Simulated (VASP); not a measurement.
Runs of VASP 6.6.1 on TiSi2. It takes space group Fddd (No. 70, orthorhombic). Conventional cell: a = 4.779 Å, b = 8.235 Å, c = 8.526 Å, α = 90.00°, β = 90.00°, γ = 90.00°. Ti (site symmetry 222) has 10 Si at 2.55 to 2.78 Å as nearest neighbours. Around Si (site symmetry 2) lie 5 Si at 2.52 to 2.79 Å and 5 Ti at 2.55 to 2.78 Å. The cell is a database's computed one.

```csv
level,potentials or basis,k mesh,gap on the mesh (eV),pressure (GPa),relaxed volume (Å³/atom),largest force (eV/Å)
LDA,"VASP PAW LDA potentials, release 64 (Ti_sv, Si)",5 × 5 × 5,none,0.0,13.51,0.01
revPBE,"VASP PAW PBE potentials, release 64 (Ti_sv, Si)",5 × 5 × 5,none,-0.1,14.34,-
BLYP,"VASP PAW PBE potentials, release 64 (Ti_sv, Si)",5 × 5 × 5,none,0.0,(c),-
RPBE,"VASP PAW PBE potentials, release 64 (Ti_sv, Si)",5 × 5 × 5,none,0.0,(a),-
vdW-DF,"VASP PAW PBE potentials, release 64 (Ti_sv, Si)",7 × 7 × 7,none,0.0,14.78,-
r2SCAN,"VASP PAW PBE potentials, release 64 (Ti_sv, Si)",5 × 5 × 5,none,0.0,13.98,0.01
PBE,"VASP PAW PBE potentials, release 64 (Ti_sv, Si)",5 × 5 × 5,none,0.0,14.16,0.01
PBEsol,"VASP PAW PBE potentials, release 64 (Ti_sv, Si)",5 × 5 × 5,none,0.0,13.79,0.01
optB88-vdW,"VASP PAW PBE potentials, release 64 (Ti_sv, Si)",5 × 5 × 5,none,0.1,(b),-
PW91,"VASP PAW PBE potentials, release 64 (Ti_sv, Si)",5 × 5 × 5,none,0.0,14.24,-
rev-vdW-DF2,"VASP PAW PBE potentials, release 64 (Ti_sv, Si)",5 × 5 × 5,none,0.0,14.10,0.01
vdW-DF-cx,"VASP PAW PBE potentials, release 64 (Ti_sv, Si)",5 × 5 × 5,none,0.0,(d),0.01
```

Alike in all rows: task relaxation of cell and atoms; no spin polarisation; cell relaxed; cutoff (eV) 600; smearing fermi-dirac 0.05 eV.

Task: Fill in the values left out.

Result: (a) 14.40; (b) 14.35; (c) 15.00; (d) 13.95.

Caveats: the PAW data sets were made with another functional, which shifts forces and pressure a little (some runs).

A gap of «none» marks a metal or a gap under the smearing width.
